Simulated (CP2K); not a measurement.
## SnTe under changes of volume

One of the cells (31.281 Å³/atom); the others are scaled copies at fixed shape and fractional positions:

```
Te Sn
1.0
     4.45597    0.00000    0.00000
     2.22799    3.85899    0.00000
     2.22799    1.28633    3.63829
Te Sn
1 1
Direct
  0.50000 0.50000 0.50000
  0.00000 0.00000 0.00000
```

```yaml
Program: CP2K 2026.2
Functional: PBE
Potentials_or_basis: POTENTIAL_UZH Te GTH-PBE-q6, Sn GTH-PBE-q4; TZVP-MOLOPT-PBE-GTH basis
Density_cutoff: 8163 eV
k_mesh: 7 × 7 × 7
Occupations: fermi-dirac, width 0.05 eV
Spin: no spin polarisation
```

```csv
volume (Å³/atom),energy over the lowest point (meV/atom),pressure (GPa)
29.404,73.91,6.7
30.030,50.56,5.3
30.656,32.24,4.1
31.281,18.46,3.0
31.907,8.75,2.0
32.532,?,?
33.158,0.00,0.3
```

**Question.** What does the run at 32.532 Å³/atom give?

**Answer.** Energy over the lowest point 2.72 meV/atom; pressure 1.1 GPa.

Worked out: A Birch-Murnaghan fit of order 3 (a polynomial in V^(-2/3)) to the other rows has its minimum at 33.41 Å³/atom, just outside them, with B0 = V·E''(V) = 39 GPa and B' = 4.4. It gives 2.72 meV/atom at 32.532 Å³/atom, against the run's 2.72, and -dE/dV = 1.1 GPa, against 1.1.

Energies are extrapolated to zero smearing.

Caveats: the basis of atomic orbitals isn't converged, which shifts pressures, moduli and gaps.
